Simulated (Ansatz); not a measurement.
MnF2:

```
Mn F
1.0
     4.87380    0.00000    0.00000
     0.00000    4.87380    0.00000
     0.00000    0.00000    3.31070
Mn F
2 4
Cartesian
  2.4369 2.4369 1.6554
  0.0000 0.0000 0.0000
  3.9249 0.9489 1.6554
  3.3858 3.3858 0.0000
  0.9489 3.9249 1.6554
  1.4880 1.4880 0.0000
```

Base run:

| Quantity | Value |
| --- | --- |
| Program | Ansatz 0.2.0 |
| Functional | PBE |
| Potentials or basis | Ansatz PAW |
| Cutoff | 420 eV (not typed: the program's choice for these potentials) |
| k mesh | 5 × 5 × 7 |
| Occupations | fermi-dirac, width 0.05 eV |
| Spin | collinear spin, ferromagnetic start |
| Starting moments | [5.0, 5.0, 0.0, 0.0, 0.0, 0.0] μB |
| Fixed moment | 10 μB |

Its results: pressure 3.7 GPa; site moments Mn +4.19; F +0.10 μB; largest force 0.041 eV/Å.

Task: After a change of settings the same cell gave: pressure 19.9 GPa; site moments Mn +4.23; F +0.39 μB; largest force 0.221 eV/Å. Which change was it?
A. fixed moment from 10 μB to 12 μB; moments at the start from [5.0, 5.0, 0.0, 0.0, 0.0, 0.0] to [6.0, 6.0, 0.0, 0.0, 0.0, 0.0]
B. fixed moment from 10 μB to 2 μB; moments at the start from [5.0, 5.0, 0.0, 0.0, 0.0, 0.0] to [1.0, 1.0, 0.0, 0.0, 0.0, 0.0]
C. fixed moment from 10 μB to 8 μB; moments at the start from [5.0, 5.0, 0.0, 0.0, 0.0, 0.0] to [4.0, 4.0, 0.0, 0.0, 0.0, 0.0]
D. fixed moment from 10 μB to 4 μB; moments at the start from [5.0, 5.0, 0.0, 0.0, 0.0, 0.0] to [2.0, 2.0, 0.0, 0.0, 0.0, 0.0]

Result: A.

Caveats: the total moment is fixed, so each spin has its own Fermi level; only a ferromagnetic start was run, and an antiferromagnetic order may lie lower in energy; the thresholds are loose for stress.
